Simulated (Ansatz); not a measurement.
input.yaml

```yaml
crystal:
  lattice:
    - [4.3456245479, -2.5081265919, 0.0023727378]
    - [4.3456245479, 2.5081265919, 0.0023727378]
    - [-0.0017050973, 0.0, 3.1666212389]
  atoms:
    - { symbol: Sc, position: [0.3333446973, 0.3333446973, 0.9999975877] }
    - { symbol: Sc, position: [0.0, 0.0, 0.5] }
    - { symbol: Sc, position: [0.6666553027, 0.6666553027, 2.4123e-06] }
basis:
  ecutwfc: 420
kpoints:
  mp_grid: { grid: [10, 10, 14] }
hamiltonian:
  xc: pbe
scf:
  occupations: { method: gaussian, width: 0.1 }
output:
  forces: true
  stress: true
  eigenvalues: true
relax:
  adjacent_minimum: "off"
  f_tol: 0.01
  max_steps: 30
  cell: { stress_tol: 0.1, fix: [volume] }
```

It can be run as
```bash
ansatz run input.yaml --threads 1 --pin off --backend cpu --events-out ev --progress --plain --runs-dir out  # memory cap (--max-ram) not shown
```

All numbers below come from DFT PBE, scalar-relativistic, plane waves, PAW (Ansatz).

Part of what the program printed, abridged (iterations and final results):

```
SCF iter   1: F=—  HF=-6407.217121 eV  |F-HF|=—  |Δ(HF+E_count)|=         —  Δρ=3.70e-3  dr2=1.24e-2  ethr=1.77e-3  ⟨swp⟩=3.9  Hψ=29022  notcnv=0
SCF iter   2: F=—  HF=-6407.216565 eV  |F-HF|=—  |Δ(HF+E_count)|=   5.57e-4  Δρ=2.28e-3  dr2=5.25e-3  ethr=3.74e-5  ⟨swp⟩=1.0  Hψ=11369  notcnv=0
SCF iter   3: F=—  HF=-6407.216568 eV  |F-HF|=—  |Δ(HF+E_count)|=   3.23e-6  Δρ=2.03e-4  dr2=3.43e-5  ethr=1.59e-5  ⟨swp⟩=2.0  Hψ=9699  notcnv=0
SCF iter   4: F=—  HF=-6407.216580 eV  |F-HF|=—  |Δ(HF+E_count)|=   1.25e-5  Δρ=6.30e-5  dr2=5.67e-6  ethr=1.04e-7  ⟨swp⟩=2.0  Hψ=10037  notcnv=0
SCF iter   5: F=—  HF=-6407.216580 eV  |F-HF|=—  |Δ(HF+E_count)|=   3.17e-7  Δρ=2.14e-5  dr2=5.58e-7  ethr=1.72e-8  ⟨swp⟩=2.0  Hψ=9562  notcnv=0
SCF iter   6: F=-6407.216580 eV  HF=-6407.216580 eV  |F-HF|=1.98e-8  |Δ(HF+E_count)|=   7.93e-8  Δρ=5.34e-6  dr2=3.29e-8  ethr=3.03e-10  ⟨swp⟩=5.1  Hψ=29067  notcnv=0
SCF 1 converged in 6 iterations: F = -6407.216580 eV  dr2 = 3.29e-8
relax step   1: F+E_penalty+E_count = -6407.21657990 eV  Δ(F+E_penalty+E_count) = +0.000e0 eV  max|allowed force component| = 3.487e-4 eV/Å  Δτ_max = 0.0000 Å  P = +3.640 GPa  Ω = 69.028 Å³  fix = [volume]  reactions: volume +3.640 GPa (6 SCF iters, dr2 threshold 1.00e-7 eV, accepted)
Initial density: handed on by an earlier stage of this run
Initial wavefunctions: pseudopotential atomic-orbital guess (no wavefunctions were taken with the density)
SCF iter   1: F=—  HF=-6407.216570 eV  |F-HF|=—  |Δ(HF+E_count)|=         —  Δρ=5.34e-6  dr2=3.29e-8  ethr=2.22e-9  ⟨swp⟩=3.4  Hψ=55469  notcnv=0
SCF iter   2: F=—  HF=-6407.216580 eV  |F-HF|=—  |Δ(HF+E_count)|=   9.98e-6  Δρ=2.29e-6  dr2=5.30e-9  ethr=9.97e-11  ⟨swp⟩=2.4  Hψ=12797  notcnv=0
SCF iter   3: F=—  HF=-6407.216580 eV  |F-HF|=—  |Δ(HF+E_count)|=  4.26e-10  Δρ=1.19e-6  dr2=8.81e-10  ethr=1.61e-11  ⟨swp⟩=2.3  Hψ=11938  notcnv=0
SCF iter   4: F=—  HF=-6407.216580 eV  |F-HF|=—  |Δ(HF+E_count)|=  1.97e-10  Δρ=5.52e-7  dr2=2.06e-10  ethr=2.67e-12  ⟨swp⟩=1.1  Hψ=8271  notcnv=0
SCF iter   5: F=-6407.216580 eV  HF=-6407.216580 eV  |F-HF|=0.00e0  |Δ(HF+E_count)|=  4.27e-11  Δρ=1.21e-7  dr2=7.96e-12  ethr=1.00e-12  ⟨swp⟩=1.9  Hψ=9117  notcnv=0
SCF iter   6: F=-6407.216580 eV  HF=-6407.216580 eV  |F-HF|=0.00e0  |Δ(HF+E_count)|=  3.64e-12  Δρ=2.24e-8  dr2=2.42e-13  ethr=1.00e-12  ⟨swp⟩=2.0  Hψ=23115  notcnv=0
SCF 2 converged in 6 iterations: F = -6407.216580 eV  dr2 = 2.42e-13
SCF converged after 6 iterations
Free energy (F): -6407.216580 eV
Harris-Foulkes:  -6407.216580 eV  (|F-HF|=0.00e0)
Internal energy: -6407.186481 eV  (E = F + TS)
E sigma→0 (E₀):  -6407.201530 eV
Entropy (-TS):   -0.030099 eV (-10.033 meV/atom)
Fermi energy:    9.993519 eV
--- Per-component energies (eV) ---
  E_band       = -476.844325
  E_kinetic    = 784.599499
  E_local      = -2452.608829  (includes V_loc(G=0)·N_el)
  E_nonlocal   = 251.009944
  E_hartree    = 838.669447
  E_xc         = -313.424861
  E_vxc        = -388.052641  (∫ρ·V_xc dr)
  E_paw        = -2867.116438  (= ΣΔE_a)
  E_vpaw       = -349.131220  (= ΣTr[D̂ρ^β])
  E_aug_tail   = 0.000032  (compensation charges beyond the density's cutoff)
  E_ewald      = -2648.315275
  E_smearing   = -0.030099  (= −TS)
--- Forces (eV/Å), atoms counted from 1 ---
  atom   1  Sc    -0.00024641     0.00000000     0.00001322
  atom   2  Sc     0.00000000     0.00000000     0.00000000
  atom   3  Sc     0.00024641     0.00000000    -0.00001322
--- Stress (GPa, compression-positive) ---
        3.596938       0.000000      -0.000311
        0.000000       3.609788       0.000000
       -0.000311       0.000000       3.713673
  P = ⅓ Tr σ = 3.6401 GPa (36.401 kbar)
--- Band table (eV; the first three rows and the last of 392) ---
  k-point 0: bands = ["-39.2360", "-39.1445", "-39.0966", "-18.0332", "-18.0331", "-17.8818", "-17.8816", "-17.7336", "-17.6117", "-17.5789", "-17.5579", "-17.5577", "4.8382", "9.1629", "9.9958", "9.9985", "10.0256", "10.0276", "10.7910", "11.7419", "12.1799"]
  k-point 1: bands = ["-39.2338", "-39.1439", "-39.0953", "-18.0314", "-18.0312", "-17.8777", "-17.8775", "-17.7471", "-17.6247", "-17.5944", "-17.5592", "-17.5591", "4.9306", "9.2261", "9.9663", "9.9689", "9.9746", "9.9765", "10.9164", "11.8204", "12.0862"]
  k-point 2: bands = ["-39.2276", "-39.1420", "-39.0915", "-18.0262", "-18.0260", "-17.8660", "-17.8658", "-17.7846", "-17.6612", "-17.6377", "-17.5632", "-17.5631", "5.2022", "9.3892", "9.8321", "9.8337", "9.8844", "9.8867", "11.2847", "11.9673", "11.9696"]
  k-point 391: bands = ["-39.1483", "-39.1350", "-39.1089", "-18.0317", "-18.0206", "-18.0194", "-17.9135", "-17.7850", "-17.7666", "-17.7196", "-17.6969", "-17.5620", "8.4274", "8.7209", "9.2881", "9.7426", "9.8749", "9.9421", "10.9902", "11.3640", "11.6392"]
--- Relaxed structure (1 steps of the walk, 1 accepted, 1 SCFs on fresh bases) ---
  F+E_penalty+E_count = -6407.21657992 eV   max|allowed force component| = 2.464e-4 eV/Å   (the final SCF, on the basis selected at the relaxed cell)
  cell:  # Å, volume = 69.0284 Å³
    - [4.3456245479, -2.5081265919, 0.0023727378]
    - [4.3456245479, 2.5081265919, 0.0023727378]
    - [-0.0017050973, 0.0, 3.1666212389]
  atoms:
    - { symbol: Sc, position: [0.3333446973, 0.3333446973, 0.9999975877] }
    - { symbol: Sc, position: [0.0, 0.0, 0.5] }
    - { symbol: Sc, position: [0.66665530, 0.66665530, 2.41229999e-6] }
```

The relaxation met its thresholds.